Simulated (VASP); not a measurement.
The system is HfN.

```xyz
2
Lattice="0.0000 2.2560 2.2560 2.2560 0.0000 2.2560 2.2560 2.2560 0.0000" Properties=species:S:1:pos:R:3 pbc="T T T"
Hf    0.0000    0.0000    0.0000
N     2.2560    2.2560    2.2560
```

- Program: VASP 6.6.1
- Task: single point
- Functional: PBEsol
- Potentials or basis: VASP PAW PBE potentials, release 64 (Hf_pv, N)
- Cutoff: 520 eV
- k mesh: 10 × 10 × 10
- Occupations: fermi-dirac, width 0.05 eV
- Spin: no spin polarisation

On this cell: pressure -4.1 GPa; largest force zero by symmetry; band gap on the k mesh none (metal or under the smearing width).

The same run follows on a disturbed copy (atoms moved at random, drawn with an rms of 0.05 Å):

```xyz
2
Lattice="0.0000 2.2560 2.2560 2.2560 0.0000 2.2560 2.2560 2.2560 0.0000" Properties=species:S:1:pos:R:3 pbc="T T T"
Hf   -0.0046    0.0271    0.0837
N     2.2932    2.2570    2.2327
```

Task: What does the disturbed cell give?

Result: The energy (extrapolated to zero smearing) moves by +39.7 meV/atom; pressure -2.2 GPa; largest force 1.373 eV/Å; band gap on the k mesh none (metal or under the smearing width).

Forces on the atoms (eV/Å):
```
Hf   0.483 -0.303 -1.249
N   -0.483  0.303  1.249
```

Stress tensor (GPa, compression positive):
```
-3.28  0.09  0.47
 0.09 -3.65 -0.30
 0.47 -0.30  0.37
```

Caveats: the PAW data sets were made with another functional, which shifts forces and pressure a little.
